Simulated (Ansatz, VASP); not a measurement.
**P in VASP and in Ansatz**

```xyz
6
Lattice="-3.3173 3.3173 3.3173 3.3173 -3.3173 3.3173 3.3173 3.3173 -3.3173" Properties=species:S:1:pos:R:3 pbc="T T T"
P     0.0000    3.3173    1.6586
P     3.3173    0.0000    1.6586
P     1.6586    3.3173    0.0000
P     0.0000    1.6586    3.3173
P     1.6586    0.0000    3.3173
P     3.3173    1.6586    0.0000
```

Alike in both runs: functional PBE; k mesh 4 × 4 × 4; occupations gaussian, width 0.1 eV; no spin polarisation.

Ansatz relaxed the structure, and its values are those at the end. VASP's run is a single point on that final structure, the one shown.

```csv
,VASP,Ansatz
version,VASP 6.6.1,Ansatz 0.2.0
potentials or method,"VASP PAW PBE potentials, release 64 (P)","scalar-relativistic, plane waves, PAW"
plane-wave cutoff (eV),520,420
valence electrons in the cell,30,30
```

Ansatz gave:

| Property | Result |
| --- | --- |
| gap on the k mesh at the Fermi level (eV) | none |
| pressure (GPa) | 0.2 |

Problem. Which values does VASP return?

Solution. gap on the k mesh at the Fermi level (eV): none; pressure (GPa): 0.1.

A gap of «none» marks a metal or a gap that the smearing closes.
